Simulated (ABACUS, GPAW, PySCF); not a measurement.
**TePb: 3 runs at one level of theory**

```
Pb Te
1.0
     0.00000    3.23100    3.23100
     3.23100    0.00000    3.23100
     3.23100    3.23100    0.00000
Pb Te
1 1
Direct
  0.00000 0.00000 0.00000
  0.50000 0.50000 0.50000
```

Alike in all runs: task equation of state; functional PBEsol; k mesh 6 × 6 × 6; occupations fermi-dirac, width 0.05 eV; no spin polarisation; no spin-orbit coupling.

```
                                 program and potentials  plane-wave cutoff (eV)                                  notes  equilibrium volume (Å³/atom)  bulk modulus (GPa)
         ABACUS, GBRV ultrasoft 1.5 PBEsol, plane waves                     544                                      -                         33.34                45.4
      GPAW, PAW data sets generated for this functional                     600                                      -                         33.23                45.4
PySCF, DZVP-MOLOPT-SR/GTH-PBE (potentials made for PBE)                       -  atomic basis; potentials made for PBE                         34.53                42.7
```

The equilibrium volume spans 33.23 (GPAW, PAW data sets generated for this functional) to 34.53 Å³/atom (PySCF, DZVP-MOLOPT-SR/GTH-PBE (potentials made for PBE)). The bulk modulus spans 42.7 (PySCF, DZVP-MOLOPT-SR/GTH-PBE (potentials made for PBE)) to 45.4 GPa (GPAW, PAW data sets generated for this functional). Rows in atomic bases carry the error of their basis and grid, which can be large.

The functional is the same throughout but for its coding, so the spread measures potentials, basis and numerics; runs on potential files found faulty are left out.

The two plane-wave runs describe practically the same crystal, with volumes of 33.34 and 33.23 Å³/atom and a common bulk modulus of 45.4 GPa. The atomic-basis run gives a larger and softer one, at 34.53 Å³/atom and 42.7 GPa. These two shifts belong together, since the curvature of the binding curve normally falls as the bonds lengthen. They are therefore probably one displacement of the energy curve rather than two independent errors, though its origin in basis or potential can't be separated here.

The modest stiffness common to all three runs fits the bonding in lead telluride. Large, polarisable ions are held by long polar bonds, formed mainly from Te 5p and Pb 6p states, while the Pb 6s pair stays largely filled and adds little net cohesion. Uniform compression doesn't probe the soft transverse optical mode for which this compound is known. Because that mode is strongly volume-dependent, agreement on the bulk modulus doesn't carry over to the lattice dynamics.
